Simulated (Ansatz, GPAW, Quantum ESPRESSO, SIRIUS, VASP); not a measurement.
Te2Mo: programs and potentials compared

```xyz
6
Lattice="3.5182 0.0000 0.0000 -1.7591 3.0469 0.0000 0.0000 0.0000 13.9736" Properties=species:S:1:pos:R:3 pbc="T T T"
Te    1.7591    1.0156    5.2960
Te    0.0000    2.0312   12.2828
Te    1.7591    1.0156    1.6908
Te    0.0000    2.0312    8.6776
Mo    1.7591    1.0156   10.4802
Mo    0.0000    2.0312    3.4934
```

Alike in all runs: task single point; functional PBEsol; k mesh 9 × 9 × 2; occupations fermi-dirac, width 0.05 eV; no spin polarisation; no spin-orbit coupling. Pressure is positive in compression and, in plane waves, holds the error of the finite cutoff, which Ansatz's Pulay term estimates and takes out.

```csv
program and potentials,plane-wave cutoff (eV),notes,pressure (GPa),largest force (eV/Å)
"Ansatz, Ansatz PAW",420,"potentials made for PBE, which Ansatz adapts in part; 15.33 valence electrons an atom on average; Pulay term of +0.03 GPa included",-1.10,0.090
"GPAW, PAW data sets generated for this functional",600,8.67 valence electrons an atom on average,-1.75,0.164
"VASP, PBE PAW files Mo_sv, Te, 520 eV",520,potentials made for PBE; 8.67 valence electrons an atom on average,-0.98,0.061
"Ansatz, all-electron LAPW, scalar-relativistic",-,-,-1.09,0.090
"SIRIUS, PseudoDojo 0.4.1 PBEsol standard (scalar relativistic)",1102,15.33 valence electrons an atom on average,?,-
"Quantum ESPRESSO, GBRV 1.5 PBEsol",612,8.67 valence electrons an atom on average,-0.27,-
```

Task: Estimate from the other rows what the run with SIRIUS, PseudoDojo 0.4.1 PBEsol standard (scalar relativistic) gave.

Result: Pressure -0.65 GPa. The other rows, which needn't bracket it: pressure -1.75 to -0.27; largest force 0.061 to 0.164.
